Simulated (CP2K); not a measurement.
Runs of CP2K 2026.2 on AlN. The structure is cubic, space group F-43m (No. 216). Conventional cell: a = 4.368 Å, b = 4.368 Å, c = 4.368 Å, α = 90.00°, β = 90.00°, γ = 90.00°. Al (site symmetry -43m) has 4 N at 1.89 Å as nearest neighbours. Around N (site symmetry -43m) lie 4 Al at 1.89 Å. Measurements of this composition are mostly on another form, of space group No. 186.

```csv
level,potentials or basis,smearing,EPS_DEFAULT,NGRIDS,points a segment of the path (NPOINTS),bands added on the path,CUTOFF of the grids,gap on the mesh (eV),pressure (GPa)
PBEsol,"POTENTIAL_UZH Al GTH-PBE-q3, N GTH-PBE-q5; TZVP-MOLOPT-PBE-GTH basis",fermi-dirac 0.1 eV,1.0E-9,5,6,2,450 Ry,3.17,(c)
r2SCAN,"POTENTIAL_UZH Al GTH-SCAN-q3, N GTH-SCAN-q5; TZVP-MOLOPT-SCAN-GTH basis",fermi-dirac 0.1 eV,1.0E-9,5,8,4,675 Ry,4.01,-2.3
TB-mBJ,"POTENTIAL_UZH Al GTH-PBE-q3, N GTH-PBE-q5; TZVP-MOLOPT-PBE-GTH basis",fermi-dirac 0.0259 eV,1.0E-10,4,6,6,675 Ry,(b),-
LDA,"GTH_POTENTIALS Al GTH-PADE-q3, N GTH-PADE-q5; TZVP-MOLOPT-PBE-GTH basis",fermi-dirac 0.0259 eV,1.0E-10,4,6,6,450 Ry,3.25,-4.9
PBE,"POTENTIAL_UZH Al GTH-PBE-q3, N GTH-PBE-q5; TZVP-MOLOPT-PBE-GTH basis",fermi-dirac 0.01 eV,1.0E-9,4,8,2,450 Ry,(a),3.8
```

Alike in all rows: task band structure; no spin polarisation; cell as given; k mesh 10 × 10 × 10.

Problem. Estimate the missing entries.

Solution. (a) 3.32; (b) 3.99; (c) 3.4.

Caveats: the basis of atomic orbitals isn't converged, which shifts pressures, moduli and gaps; the potentials were made for another functional, which shifts forces and pressure (some runs); this is a model potential without an energy functional, so only levels have meaning (some runs).

